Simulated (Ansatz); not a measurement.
A strain series on ZnS (F-43m): xy shear, engineering strain (angle)

ZnS (started from an entry of an open crystallographic database), relaxed with r2SCAN in Ansatz 0.2.0, then strained (xy shear, engineering strain (angle); angles, axes as in the cell below) with the atoms relaxed again within the symmetry that is left. Space group F-43m (No. 216), cubic; a = 5.388 Å in the conventional setting, 19.55 Å³ an atom. Around Zn lie 4 S at 2.33 Å; around S lie 4 Zn at 2.33 Å. Spin-unpolarised throughout; all numbers are computed.

```
CELL_PARAMETERS angstrom
0.00000 2.69410 2.69410
2.69410 0.00000 2.69410
2.69410 2.69410 0.00000
ATOMIC_POSITIONS crystal
Zn 0.25000 0.25000 0.25000
S 0.00000 0.00000 0.00000
```

Gaps are the least over each mesh (PBE 8×8×8, r2SCAN 8×8×8, HSE06 6×6×6 when unstrained) and the special points, which keep their unstrained names; stress is the change from the unstrained cell, compression positive.

```csv
strain (%),"gap, PBE (eV)","gap, r2SCAN (eV)","gap, HSE06 (eV)","edges, HSE06","xy stress, r2SCAN (GPa)","energy rise, r2SCAN (meV/atom)"
-2.9,2.057,2.610,3.280,Γ,+1.45,2.6
0.0,2.147,2.705,3.378,Γ,0.00,0.0
+5.12,1.969,2.517,3.185,Γ,-2.58,8.0
+5.73,1.942,2.488,3.155,Γ,-2.89,10.1
```

The meshes of the hybrids are coarse, so their gaps aren't converged to the digits shown.
